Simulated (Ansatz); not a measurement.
Crystal: MgSi.

```
Si Mg
1.0
     2.90839    0.00000    0.00000
     0.00000    2.90839    0.00000
     0.00000    0.00000    4.10343
Si Mg
1 1
Direct
  0.50000 0.50000 0.50000
  0.00000 0.00000 0.00000
```

The cell comes from a database or a generator and needn't be the stable form of this composition.

| Property | Result |
| --- | --- |
| Program | Ansatz 0.2.0 |
| Task | relaxation of cell and atoms |
| Functional | B3LYP |
| Potentials or basis | Ansatz PAW |
| Cutoff | 420 eV (not typed: the program's choice for these potentials) |
| k mesh | 5 × 5 × 4 |
| Occupations | fermi-dirac, width 0.05 eV |
| Spin | no spin polarisation |

At the start: volume 17.35 Å³/atom.

Question: Where does the relaxation end?

Answer: It ends after 6 steps and the volume is 17.83 Å³/atom (+2.7 %); space group P4/mmm (No. 123, to 0.05 Å).

Step by step:
```
step  energy change (eV)  largest force (eV/Å)  volume (Å³)
   1              0.0000                0.0000        34.71
   2             -0.0139                0.0000        35.92
   3             -0.0166                0.0000        35.77
   4             -0.0167                0.0000        35.69
   5             -0.0167                0.0000        35.66
   6             -0.0169                0.0000        35.66
```

Final structure:
```yaml
crystal:
  lattice:
    - [2.87987, 0.00000, 0.00000]
    - [0.00000, 2.87987, 0.00000]
    - [0.00000, 0.00000, 4.29944]
  atoms:
    - { symbol: Si, position: [0.50000, 0.50000, 0.50000] }
    - { symbol: Mg, position: [0.00000, 0.00000, 0.00000] }
```

Caveat: the k mesh is coarse (spacing up to 0.43 Å⁻¹), so the values aren't converged, least of all with exact exchange; the plane-wave basis is chosen anew once the cell has moved, so the energies of steps on either side of that aren't comparable; the PAW data sets come from PBE, with cores solved anew for the run's functional, which leaves a small shift of forces and pressure.
